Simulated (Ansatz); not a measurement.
Calculation for HgTe (NiAs type): DFT, PBE, PAW with Ansatz's default frozen-core files, scalar-relativistic (Ansatz 0.2.0). This run: NiAs relaxed under pressure.

The start is a guessed cell of a prototype that needn't be stable.

Command: `ansatz run input.yaml --threads 1 --pin off --max-ram 3584MiB --backend cpu --events-out ev --progress --plain --runs-dir out` It took 48 s on 1 thread of Intel(R) Xeon(R) Platinum 8488C (Sapphire Rapids), on a shared host, peak memory 0.5 GiB.

```yaml
crystal:
  lattice:
    - [4.2049153631, 0.0, 0.0]
    - [-2.1024576815, 3.6415635252, 0.0]
    - [0.0, 0.0, 6.5176188128]
  atoms:
    - { symbol: Hg, position: [0.0, 0.0, 0.0] }
    - { symbol: Hg, position: [0.0, 0.0, 0.5] }
    - { symbol: Te, position: [0.3333333333, 0.6666666667, 0.25] }
    - { symbol: Te, position: [0.6666666667, 0.3333333333, 0.75] }
kpoints:
  mp_grid: { grid: [9, 9, 5] }
scf:
  occupations: { method: fermi_dirac, width: 0.05 }
hamiltonian:
  xc: pbe
  pseudopotentials: { kind: paw }
output:
  forces: true
  stress: true
  eigenvalues: true
  write_density: true
  write_potential: true
  elf: true
  volumetric_format: npy
relax:
  f_tol: 0.005
  max_steps: 40
  cell: { p_target: 10.0, stress_tol: 0.03 }
```

Output:

```
Engine: ansatz 0.2.0
Pseudopotentials: kind: paw
Pseudopotential: Hg, paw, valence charge 20, recommended cutoff 420 eV (normal), Hg.paw.azcp
Pseudopotential: Te, paw, valence charge 16, recommended cutoff 420 eV (normal), Te.paw.azcp
Functional definition: PBE
  parameter kappa = 0.804
  parameter beta = 0.06672455060314922
  exchange = pbe_x(kappa = kappa, mu = beta*pi^2/3)
  correlation = pbe_c(beta = beta)
Crystal: 4 atoms, lattice volume = 99.801 Å³
Basis set: ecut = 420 eV, 1923 PW (Γ), exchange–correlation on 60×60×90 points (8 copies of the dense FFT grid, shifted against one another)
Bands: 44, of which v1, the nominal top of the filled ones, is band 36 counted from 1 (35 counted from 0)
Symmetry: 24 space group operations
Space group: P63/mmc (ITA 194), of the structure as read, at distance tolerance 4.6e-5 Å
k-points: 36 of 405
Non-local potential: Hg, projectors of the file, l = 0: 3, l = 1: 2, l = 2: 2, l = 3: 1
Non-local potential: Te, projectors of the file, l = 0: 2, l = 1: 2, l = 2: 2, l = 3: 2
PAW form: soft (Blöchl's): semilocal exchange-correlation on the pseudo side does not see the compensation charge
PAW one-centre angular grid: Hg, 590 points (default); XC on 64 Gauss nodes
PAW one-centre angular grid: Te, 590 points (default); XC on 64 Gauss nodes
Initial density: superposition of atomic densities (neutral atoms: chi_scale 0, normalization atom), corrected by the library's trained network
Initial wavefunctions: pseudopotential atomic-orbital guess
Functional: x = pbe(κ = 0.804, μ = 0.2195149727645171), c = pbe(β = 0.06672455060314922)
SCF iter   1: F=—  HF=-41585.941704 eV  |F-HF|=—  |Δ(HF+E_count)|=         —  Δρ=1.48e-3  dr2=1.10e-3  ethr=1.77e-3  ⟨swp⟩=7.4  Hψ=6442  notcnv=0  defer=16
preconditioner: auto → LDOS  [metal: Δε(μ)=0.059 eV  Ē_g=11.150 eV  σ=0.050 eV  W_gap=0.28  n_scr=22 (ndim 8)  ℏωp=22.3 eV  f_vac=0.031  D(μ)=1.85/eV (n_scr^D=8)  β→1.0]
SCF iter   2: F=—  HF=-41585.942786 eV  |F-HF|=—  |Δ(HF+E_count)|=   1.08e-3  Δρ=3.22e-4  dr2=5.71e-5  ethr=1.53e-6  ⟨swp⟩=3.5  Hψ=3647  notcnv=0  defer=57
SCF iter   3: F=—  HF=-41585.942806 eV  |F-HF|=—  |Δ(HF+E_count)|=   1.98e-5  Δρ=1.02e-4  dr2=9.33e-6  ethr=7.93e-8  ⟨swp⟩=2.0  Hψ=2657  notcnv=0  defer=57
SCF iter   4: F=—  HF=-41585.942802 eV  |F-HF|=—  |Δ(HF+E_count)|=   3.49e-6  Δρ=1.90e-5  dr2=1.86e-7  ethr=1.30e-8  ⟨swp⟩=2.2  Hψ=2651  notcnv=0  defer=57
iter 5 did not close the SCF: its close was put off for the readings that it lacked (scf_convergence_deferred on its scf_iter line)
SCF iter   5: F=-41585.942802 eV  HF=-41585.942802 eV  |F-HF|=4.95e-10  |Δ(HF+E_count)|=   6.21e-8  Δρ=4.21e-6  dr2=1.34e-8  ethr=2.58e-10  ⟨swp⟩=2.0  Hψ=2753  notcnv=0  defer=57
SCF iter   6: F=-41585.942802 eV  HF=-41585.942802 eV  |F-HF|=4.07e-10  |Δ(HF+E_count)|=   6.18e-9  Δρ=9.33e-7  dr2=9.79e-10  ethr=1.86e-11  ⟨swp⟩=11.3  Hψ=10925  notcnv=0
SCF 1 converged in 6 iterations: F = -41585.942802 eV  dr2 = 9.79e-10
  greatest PAW one-centre occupation: 1.000 electrons in one spin orbital (limit 2), on the Hg atom at site 1 (counted from 0), in its partial waves of l = 0
relax step   1: F+E_penalty+E_count = -41585.94280243 eV  Δ(F+E_penalty+E_count) = +0.000e0 eV  max|allowed force component| = 7.806e-18 eV/Å  Δτ_max = 0.0000 Å  P = +12.843 GPa  Ω = 99.801 Å³  (6 SCF iters, dr2 threshold 1.00e-7 eV, accepted)
Crystal: 4 atoms, lattice volume = 104.453 Å³
Basis set: ecut = 420 eV, 1985 PW (Γ), exchange–correlation on 60×60×90 points (8 copies of the dense FFT grid, shifted against one another)
Initial density: handed on by an earlier stage of this run
Initial wavefunctions: those handed on with the density
iter 1 solved again at ethr=1.12e-5 eV; its pass at ethr=3.10e-3 eV (dr2=8.04e-3 eV) is discarded
SCF iter   1: F=—  HF=-41586.353871 eV  |F-HF|=—  |Δ(HF+E_count)|=         —  Δρ=2.27e-3  dr2=8.18e-3  ethr=1.12e-5  ⟨swp⟩=2.6  Hψ=8878  notcnv=0
preconditioner: auto → LDOS  [metal: Δε(μ)=0.105 eV  Ē_g=10.911 eV  σ=0.050 eV  W_gap=0.48  n_scr=34 (ndim 8)  ℏωp=21.8 eV  f_vac=0.035  D(μ)=1.17/eV (n_scr^D=2)  β→1.0]
SCF iter   2: F=—  HF=-41586.352393 eV  |F-HF|=—  |Δ(HF+E_count)|=   1.48e-3  Δρ=1.30e-3  dr2=1.90e-3  ethr=1.12e-5  ⟨swp⟩=2.0  Hψ=2486  notcnv=0
SCF iter   3: F=—  HF=-41586.351810 eV  |F-HF|=—  |Δ(HF+E_count)|=   5.83e-4  Δρ=2.90e-4  dr2=7.39e-5  ethr=2.63e-6  ⟨swp⟩=2.0  Hψ=2806  notcnv=0
SCF iter   4: F=—  HF=-41586.351807 eV  |F-HF|=—  |Δ(HF+E_count)|=   2.91e-6  Δρ=4.19e-5  dr2=2.09e-6  ethr=1.03e-7  ⟨swp⟩=2.0  Hψ=2792  notcnv=0
SCF iter   5: F=-41586.351807 eV  HF=-41586.351807 eV  |F-HF|=2.81e-8  |Δ(HF+E_count)|=   2.03e-7  Δρ=8.41e-6  dr2=5.15e-8  ethr=5.56e-10  ⟨swp⟩=11.6  Hψ=11885  notcnv=0
SCF 2 converged in 5 iterations: F = -41586.351807 eV  dr2 = 5.15e-8
  greatest PAW one-centre occupation: 1.000 electrons in one spin orbital (limit 2), on the Hg atom at site 0 (counted from 0), in its partial waves of l = 0
relax step   2: F+E_penalty+E_count = -41586.35180687 eV  Δ(F+E_penalty+E_count) = -4.090e-1 eV  max|allowed force component| = 4.048e-18 eV/Å  Δτ_max = 0.0000 Å  P = +8.038 GPa  Ω = 104.453 Å³  energy of the carried Pulay correction = -1.264e-3 eV  (5 SCF iters, dr2 threshold 4.00e-7 eV, accepted)
Crystal: 4 atoms, lattice volume = 102.312 Å³
Basis set: ecut = 420 eV, 2003 PW (Γ), exchange–correlation on 60×60×90 points (8 copies of the dense FFT grid, shifted against one another)
iter 1 solved again at ethr=8.72e-6 eV; its pass at ethr=3.10e-3 eV (dr2=6.28e-3 eV) is discarded
SCF iter   1: F=—  HF=-41586.324376 eV  |F-HF|=—  |Δ(HF+E_count)|=         —  Δρ=2.25e-3  dr2=6.23e-3  ethr=8.72e-6  ⟨swp⟩=2.3  Hψ=9425  notcnv=0
[... lines left out ...]
SCF 8 converged in 4 iterations: F = -41586.258901 eV  dr2 = 7.76e-12
relax step   8: F+E_penalty+E_count = -41586.25890072 eV  Δ(F+E_penalty+E_count) = -1.064e-5 eV  max|allowed force component| = 4.481e-18 eV/Å  Δτ_max = 0.0000 Å  P = +9.998 GPa  Ω = 101.125 Å³  stress off target by 5.58e-3 GPa  SCF on the basis re-selected at this cell (its energy is not comparable with the rows above)  (4 SCF iters)
basis re-selected at this cell: Δ(F+E_penalty+E_count) = -1.064e-5 eV, ΔP = -0.000 GPa vs the last step (what re-selecting the basis moved, of the pressure what is left beyond the Pulay correction that the steps carried, after the strain that the cell walked since its last selection, with what the two solves' SCF thresholds leave and, on support functions, any second-order correction that the steps lacked; it is no measure of the basis error at this ecutwfc). This SCF's stress stands 5.58e-3 GPa from its target on what of the cell is left free (relax.cell.stress_tol is 3.00e-2 GPa) and its largest allowed force component is 4.48e-18 eV/Å (relax.f_tol is 5.00e-3 eV/Å): within both
SCF converged after 4 iterations
Free energy (F): -41586.258901 eV
Harris-Foulkes:  -41586.258901 eV  (|F-HF|=7.28e-12)
Internal energy: -41586.247960 eV  (E = F + TS)
E sigma→0 (E₀):  -41586.253430 eV
Entropy (-TS):   -0.010941 eV (-2.735 meV/atom)
Fermi energy:    13.386809 eV
--- Per-component energies (eV) ---
  E_band       = -1225.615389
  E_kinetic    = 1574.615920
  E_local      = -7490.372836  (includes V_loc(G=0)·N_el)
  E_nonlocal   = -475.852639
  E_hartree    = 3772.543465
  E_xc         = -692.650191
  E_vxc        = -737.368580  (∫ρ·V_xc dr)
  E_paw        = -29213.147467  (= ΣΔE_a)
  E_vpaw       = -1641.725507  (= ΣTr[D̂ρ^β])
  E_aug_tail   = 0.001510  (compensation charges beyond the density's cutoff)
  E_ewald      = -9061.385722
  E_smearing   = -0.010941  (= −TS)
  E_closure    = 0.000000  (closes the sum)
  Σ components = -41586.258901   (vs F -41586.258901, Δ=0.00e0)
--- Forces (eV/Å), atoms counted from 1 ---
  atom   1  Hg    -0.00000000    -0.00000000     0.00000000
  atom   2  Hg    -0.00000000    -0.00000000     0.00000000
  atom   3  Te     0.00000000     0.00000000     0.00000000
  atom   4  Te    -0.00000000    -0.00000000    -0.00000000
  max |Σ_I F_I| component: 5.78e-19 eV/Å
--- Stress (GPa, compression-positive) ---
        9.994417      -0.000000      -0.000000
       -0.000000       9.994417      -0.000000
       -0.000000      -0.000000      10.004713
  P = ⅓ Tr σ = 9.9978 GPa (99.978 kbar)
--- Band table (eV; the first three rows and the last of 36) ---
  k-point 0: bands = ["-101.7236", "-101.7235", "-50.1818", "-50.1818", "-50.1816", "-50.1816", "-50.1799", "-50.1765", "-23.6181", "-23.6171", "-23.6090", "-23.6090", "-23.6073", "-23.6073", "-23.5791", "-23.5791", "-23.5788", "-23.5788", "0.3741", "1.7250", "5.3896", "5.7524", "5.7524", "5.8695", "6.1681", "6.1681", "6.2417", "6.2417", "6.4425", "6.4425", "7.3013", "11.7217", "12.5163", "12.7207", "12.7207", "13.9667", "13.9667", "16.3430", "18.5211", "18.5211", "18.9614", "19.9188", "19.9188", "20.3553"]
  k-point 1: bands = ["-101.7236", "-101.7235", "-50.1818", "-50.1818", "-50.1816", "-50.1816", "-50.1796", "-50.1768", "-23.6180", "-23.6172", "-23.6088", "-23.6088", "-23.6074", "-23.6074", "-23.5791", "-23.5791", "-23.5788", "-23.5788", "0.4671", "1.5339", "5.6038", "5.7912", "5.7912", "5.8994", "6.1301", "6.1301", "6.2568", "6.2568", "6.4158", "6.4158", "7.4088", "10.4569", "12.8426", "12.8426", "13.7958", "13.8510", "13.8510", "16.3798", "18.5750", "18.5750", "18.6265", "19.5078", "19.5874", "19.5874"]
  k-point 2: bands = ["-101.7236", "-101.7235", "-50.1817", "-50.1817", "-50.1817", "-50.1817", "-50.1788", "-50.1777", "-23.6178", "-23.6175", "-23.6084", "-23.6084", "-23.6078", "-23.6078", "-23.5790", "-23.5790", "-23.5789", "-23.5789", "0.7335", "1.1274", "5.8949", "5.8949", "5.9018", "5.9537", "6.0258", "6.0258", "6.2985", "6.2985", "6.3572", "6.3572", "7.9333", "9.0263", "13.1587", "13.1587", "13.5441", "13.5441", "15.2306", "16.1826", "18.2797", "18.6452", "18.7537", "18.7537", "19.0946", "19.0946"]
  k-point 35: bands = ["-101.7235", "-101.7235", "-50.1824", "-50.1824", "-50.1824", "-50.1824", "-50.1786", "-50.1776", "-23.6154", "-23.6154", "-23.6094", "-23.6089", "-23.6089", "-23.6087", "-23.5768", "-23.5766", "-23.5764", "-23.5764", "2.0045", "2.0045", "5.6913", "5.6913", "5.9401", "6.1289", "6.1289", "6.3299", "6.3569", "6.3569", "6.9381", "6.9381", "7.5538", "7.9543", "9.5146", "9.5146", "12.8205", "12.8205", "13.1646", "14.9610", "16.2423", "16.2423", "20.2759", "20.4788", "21.5371", "21.5371"]
--- Relaxed structure (6 steps of the walk, 6 accepted, 2 SCFs on fresh bases) ---
  F+E_penalty+E_count = -41586.25890072 eV   max|allowed force component| = 4.481e-18 eV/Å   (the final SCF, on the basis selected at the relaxed cell)
  cell:  # Å, volume = 101.1253 Å³
    - [4.011993737571491, -2.7542868666308266e-11, -3.5891607829618006e-29]
    - [-2.0059968687618928, 3.4744884965747618, 4.526918709839274e-18]
    - [-9.212175901805947e-33, 8.10221498071894e-18, 7.254516920778569]
  atoms:
    - { symbol: Hg, position: [-4.786073772370169e-34, 2.9804279486358665e-34, 2.462466226424196e-35] }
    - { symbol: Hg, position: [-5.7777898331617076e-34, 1.925929944387236e-34, 0.5] }
    - { symbol: Te, position: [0.3333333333333333, 0.6666666666666666, 0.25] }
    - { symbol: Te, position: [0.6666666666666667, 0.33333333333333337, 0.75] }
```

Spin–orbit coupling is left out, which matters for the heavy atoms.
